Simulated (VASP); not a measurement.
# AlN (Fm-3m) in VASP: further runs, part 2 of 5

VASP 6.6.1.

## (3) G0W0 quasiparticle levels, PBE

Input file POSCAR:

```
AlN
1.0
    0.0000000000      2.0345180000      2.0345180000
    2.0345180000      0.0000000000      2.0345180000
    2.0345180000      2.0345180000      0.0000000000
Al N
1 1
Direct
    0.5000000000      0.5000000000      0.5000000000
    0.0000000000      0.0000000000      0.0000000000
```

Input file INCAR.step1:

```
ALGO = Normal ; EDIFF = 1E-8
ENCUT = 450 ; GGA = PE
ISMEAR = 0 ; LASPH = T
LCHARG = F ; LREAL = F
LWAVE = T ; NELM = 100
PREC = Accurate ; SIGMA = 0.01
```

Input file INCAR.step2:

```
ALGO = Exact ; EDIFF = 1E-8
ENCUT = 450 ; GGA = PE
ISMEAR = 0 ; ISTART = 1
LASPH = T ; LCHARG = F
LOPTICS = T ; LREAL = F
LWAVE = T ; NBANDS = 16
NELM = 1 ; PREC = Accurate
SIGMA = 0.01
```

Input file INCAR.step3:

```
ALGO = EVGW0 ; EDIFF = 1E-8
ENCUT = 450 ; ENCUTGW = 260
GGA = PE ; ISMEAR = 0
ISTART = 1 ; LASPH = T
LCHARG = F ; LREAL = F
LWAVE = F ; NBANDS = 16
NBANDSGW = 12 ; NELMGW = 1
NOMEGA = 48 ; PREC = Accurate
PRECFOCK = Fast ; SIGMA = 0.01
```

Input file KPOINTS:

```
k-points
0
Gamma
  3 3 3
```

Potentials or basis: VASP PAW PBE potentials, release 64 (Al_GW, N_GW).

Run with:

```console
$ cat potpaw_PBE.64/Al_GW/POTCAR potpaw_PBE.64/N_GW/POTCAR > POTCAR
$ cp INCAR.step1 INCAR
$ mpirun -np 1 vasp_std > vasp.out
$ cp INCAR.step2 INCAR
$ mpirun -np 1 vasp_std > vasp.out
$ cp INCAR.step3 INCAR
$ mpirun -np 1 vasp_std > vasp.out
```

OUTCAR:

```text
EDIFF = 1E-8
   ENCUT = 450
   ENCUTGW = 260
   GGA = PE
   ISMEAR = 0
   ISTART = 1
   LASPH = T
   LREAL = F
   NELMGW = 1
   PREC = Accurate
   PRECFOCK = Fast

 Found      4 irreducible k-points:

 Following reciprocal coordinates:
            Coordinates               Weight
  0.000000  0.000000  0.000000      1.000000
  0.333333  0.000000  0.000000      8.000000
  0.333333  0.333333  0.000000      6.000000
 -0.333333  0.333333  0.000000     12.000000
   k-points           NKPTS =      4   k-points in BZ     NKDIM =     27   number of bands    NBANDS=     16
   number of dos      NEDOS =    301   number of ions     NIONS =      2
   total plane-waves  NPLWV =   8000
   dimension x,y,z NGX =    20 NGY =   20 NGZ =   20
   dimension x,y,z NGXF=    40 NGYF=   40 NGZF=   40
   ions per type =               1   1
   NGX,Y,Z   is equivalent  to a cutoff of  11.56, 11.56, 11.56 a.u.
   NGXF,Y,Z  is equivalent  to a cutoff of  23.11, 23.11, 23.11 a.u.
 SYSTEM =  unknown system
   PREC   = accura    normal or accurate (medium, high low for compatibility)
   ISTART =      1    job   : 0-new  1-cont  2-samecut
   ICHARG =      0    charge: 1-file 2-atom 10-const
   ISPIN  =      1    spin polarized calculation?
   LNONCOLLINEAR =      F non collinear calculations
   LSORBIT =      F    spin-orbit coupling
   LASPH  =      T    aspherical Exc in radial PAW
   ENCUT  =  450.0 eV  33.07 Ry    5.75 a.u.   4.98  4.98  4.98*2*pi/ulx,y,z
   NELM   =     60;   NELMIN=  2; NELMDL=  0     # of ELM steps
   EDIFF  = 0.1E-07   stopping-criterion for ELM
   LREAL  =      F    real-space projection
   EDIFFG = 0.1E-06   stopping-criterion for IOM
   NSW    =      0    number of steps for IOM
   IBRION =     -1    ionic relax: 0-MD 1-quasi-New 2-CG
   NFREE  =      0    steps in history (QN), initial steepest desc. (CG)
   ISIF   =      0    stress and relaxation
   ISYM   =      3    0-nonsym 1-usesym 2-fastsym
   POTIM  = 0.5000    time-step for ionic-motion
   TEBEG  =    0.0;   TEEND  =   0.0 temperature during run
   PSTRESS=    0.0 pullay stress
   NELECT =       8.0000    total number of electrons
   NUPDOWN=      -1.0000    fix difference up-down
   EMIN   =  10.00;   EMAX   =-10.00  energy-range for DOS
   EFERMI =   0.00;   METHOD = LEGACY
   ISMEAR =     0;   SIGMA  =   0.01  broadening in eV -4-tet -1-fermi 0-gaus
   EFERMI_NEDOS =   21; number of points for ismear=-14 and -15
   IALGO  =     38    algorithm
   IMIX   =      4    mixing-type and parameters
     AMIX     =   0.40;   BMIX     =  1.00
     AMIX_MAG =   1.60;   BMIX_MAG =  1.00
  volume/ion in A,a.u.               =       8.42        56.83
  Fermi-wavevector in a.u.,A,eV,Ry     =   1.277321  2.413786 22.198561  1.631548
  Thomas-Fermi vector in A             =   2.409927
   LORBIT       =      0    0 simple, 1 ext, 2 COOP (PROOUT), +10 PAW based schemes
   GGA     = PE    functional components
   LHFCALC =     T    Hartree Fock is set to
   PRECFOCK=fast      Normal, Fast or Accurate (Low or Medium for compatibility)
   ENCUT4O =  -1.0   cutoff for four orbital integrals eV
   NKREDX  =     1    reduce k-point grid by
   NKREDY  =     1    reduce k-point grid by
   NKREDZ  =     1    reduce k-point grid by
   AEXX    =    1.0000 exact exchange contribution
   HFSCREEN=    0.0000 screening length (either q_TF or 0.3 A-1)
   HFSCREENC=   0.0000 screening length for correlation (either q_TF or 0.3 A-1)
   ENCUTFOCK=  -1.0 apply spherical cutoff to Coloumb kernel
   IVDW    =     0    specifies the selected vdW correction
   LEPSILON=     F    determine dielectric tensor
   LRPA    =     F    only Hartree local field effects (RPA)
   LRPAFORCE           =     F    calculate RPA forces
   ENCUTGW             = 260.0    cutoff for response function in eV
   ENCUTGWSOFT         = 208.0    soft cutoff for Coulomb kernel in GW response function in eV
   ENCUTLF             =  -1.0    cutoff for local field effects
   NELMGW              =     1    number of iterations in solving QP/BSE equation
   NELMHF              =     1    number of iterations in the inner HF iteration
   NKREDLFX            =     1    NKREDLFY  =   1   NKREDLFZ  =   1
 non-spin polarized calculation
 Gauss-broadening in eV      SIGMA  =   0.01
  energy-cutoff  :      450.00
  volume of cell :       16.84
 maximum number of plane-waves:       375
  NGX = 12; NGY = 12; NGZ = 12
   NGX =  9   NGY =  9   NGZ =  9
 maximum number of plane-waves:       169

 QP shifts <psi_nk| G(iteration)W_0 |psi_nk>: iteration 1
 for sc-GW calculations column KS-energies equals QP-energies in previous step
 and V_xc(KS)=  KS-energies - (<T + V_ion + V_H > + <T+V_H+V_ion>^1  + <V_x>^1)

 k-point   1 :       0.0000    0.0000    0.0000
  band No.  KS-energies  QP-energies   sigma(KS)   V_xc(KS)     V^pw_x(r,r')   Z            occupation Imag(sigma)

      1      -8.8173      -9.9360     -16.1667     -14.5807     -24.7400       0.7053       2.0000       1.6417
      2       8.6417       8.6804     -17.2876     -17.3363     -21.4544       0.7948       2.0000       0.1535
      3       8.6417       8.6804     -17.2876     -17.3363     -21.4544       0.7948       2.0000       0.1535
      4       8.6417       8.6804     -17.2876     -17.3363     -21.4544       0.7948       2.0000       0.1535
      5      13.9874      15.5780     -12.6000     -14.5892      -8.4956       0.7996       0.0000      -0.1392
      6      20.5617      22.1124      -8.7130     -10.5978      -4.3058       0.8227       0.0000      -0.1584
      7      20.5617      22.1124      -8.7130     -10.5978      -4.3058       0.8227       0.0000      -0.1584
      8      20.5617      22.1124      -8.7130     -10.5978      -4.3058       0.8227       0.0000      -0.1584
      9      25.6576      26.6344      -8.1310      -9.4009      -2.4763       0.7692       0.0000      -0.5119
     10      26.0934      28.0646      -9.0434     -11.4784      -4.4140       0.8095       0.0000      -0.2413
     11      26.0934      28.0646      -9.0434     -11.4784      -4.4140       0.8095       0.0000      -0.2413
     12      26.9887      28.6468      -9.0315     -11.1255      -2.8392       0.7919       0.0000      -0.6334

 k-point   2 :       0.3333    0.0000    0.0000
  band No.  KS-energies  QP-energies   sigma(KS)   V_xc(KS)     V^pw_x(r,r')   Z            occupation Imag(sigma)

      1      -6.7795      -7.9329     -16.9188     -15.3479     -25.0140       0.7343       2.0000       1.4697
      2       2.4183       1.7851     -15.0329     -14.2132     -19.8467       0.7725       2.0000       0.2554
      3       7.8138       7.7246     -16.9122     -16.7998     -21.1358       0.7935       2.0000       0.1625
      4       7.8138       7.7246     -16.9122     -16.7998     -21.1358       0.7935       2.0000       0.1625
      5      14.9152      16.3079     -10.7280     -12.4413      -6.5533       0.8129       0.0000      -0.1339
      6      19.9451      21.5285      -9.0033     -10.9479      -4.4350       0.8142       0.0000      -0.1655
      7      19.9451      21.5285      -9.0033     -10.9479      -4.4350       0.8142       0.0000      -0.1655
      8      20.5265      22.6420     -12.7875     -15.5074      -7.9218       0.7778       0.0000      -0.2343
      9      24.7169      26.0603      -8.3487     -10.0992      -2.5506       0.7674       0.0000      -0.4078
     10      26.1280      27.8407      -9.0253     -11.1890      -3.7446       0.7916       0.0000      -0.3966
     11      26.1280      27.8407      -9.0253     -11.1890      -3.7446       0.7916       0.0000      -0.3966
     12      35.9566      38.3706      -9.3594     -12.4202      -3.1438       0.7887       0.0000      -1.1476

 k-point   3 :       0.3333    0.3333    0.0000
  band No.  KS-energies  QP-energies   sigma(KS)   V_xc(KS)     V^pw_x(r,r')   Z            occupation Imag(sigma)

      1      -6.1446      -7.3320     -17.1129     -15.6318     -25.1383       0.8017       2.0000       1.4317
      2       3.1981       2.6406     -15.5707     -14.8519     -20.3330       0.7757       2.0000       0.2365
      3       6.3898       6.0869     -16.1645     -15.7805     -20.4914       0.7888       2.0000       0.1782
      4       6.3898       6.0869     -16.1645     -15.7805     -20.4914       0.7888       2.0000       0.1782
      5      14.5362      15.9517      -9.8695     -11.5984      -5.7147       0.8187       0.0000      -0.1250
      6      14.7645      15.9089      -8.7602     -10.1370      -4.6570       0.8312       0.0000      -0.1182
      7      20.6610      22.6785     -12.5144     -15.1055      -7.5327       0.7786       0.0000      -0.2423
      8      24.3480      26.2667     -10.8152     -13.3184      -5.2756       0.7665       0.0000      -0.3666
      9      24.3480      26.2667     -10.8152     -13.3184      -5.2756       0.7665       0.0000      -0.3666
     10      29.3535      31.5479      -8.9409     -11.6555      -4.1244       0.8084       0.0000      -0.4006
     11      33.2533      35.1911      -7.7857     -10.1294      -1.8393       0.8268       0.0000      -0.9386
     12      33.2533      35.1911      -7.7857     -10.1294      -1.8393       0.8268       0.0000      -0.9386

 k-point   4 :      -0.3333    0.3333    0.0000
  band No.  KS-energies  QP-energies   sigma(KS)   V_xc(KS)     V^pw_x(r,r')   Z            occupation Imag(sigma)

      1      -4.8088      -5.7879     -17.8968     -16.6935     -26.0140       0.8137       2.0000       1.3336
      2       2.4746       1.8282     -14.5514     -13.7207     -19.1605       0.7780       2.0000       0.2370
      3       2.7783       2.1119     -14.6221     -13.7665     -19.2138       0.7788       2.0000       0.2302
      4       6.7059       6.4570     -16.3462     -16.0313     -20.6362       0.7905       2.0000       0.1770
      5      14.9498      16.2757      -9.3645     -10.9767      -5.1572       0.8224       0.0000      -0.1264
      6      18.9625      20.9321     -12.2517     -14.7418      -7.8571       0.7910       0.0000      -0.1738
      7      20.4572      22.4465     -12.2337     -14.7639      -7.5244       0.7862       0.0000      -0.2182
      8      21.9832      23.8204      -9.9593     -12.2465      -4.9831       0.8033       0.0000      -0.2456
      9      24.8370      26.3773      -9.3987     -11.3985      -3.7527       0.7702       0.0000      -0.3962
     10      28.3344      30.1042      -8.3814     -10.5322      -3.1688       0.8229       0.0000      -0.5337
     11      31.7419      33.5112      -8.4073     -10.6832      -2.2499       0.7774       0.0000      -0.8255
     12      35.0344      37.4962      -9.8732     -12.9358      -3.8165       0.8038       0.0000      -1.0799
```

It took 16 s on 1 thread of AMD EPYC 7R43 (Zen 3), shared host; peak memory 0.13 GiB.

These settings aren't checked as converged: the numbers below hold their error.

Results:

| Quantity | Value |
| --- | --- |
| Band gap on the k mesh, mean-field level | 5.35 eV, direct |
| Quasiparticle gap | 6.90 eV |
| Least direct quasiparticle gap | 6.90 eV |

Caveat: the k mesh is coarse (spacing up to 0.89 Å⁻¹), so the values aren't converged; bands, screening cutoff and mesh are small and nothing is extrapolated, so the quasiparticle values aren't converged.

(Continued in part 3 of 5.)
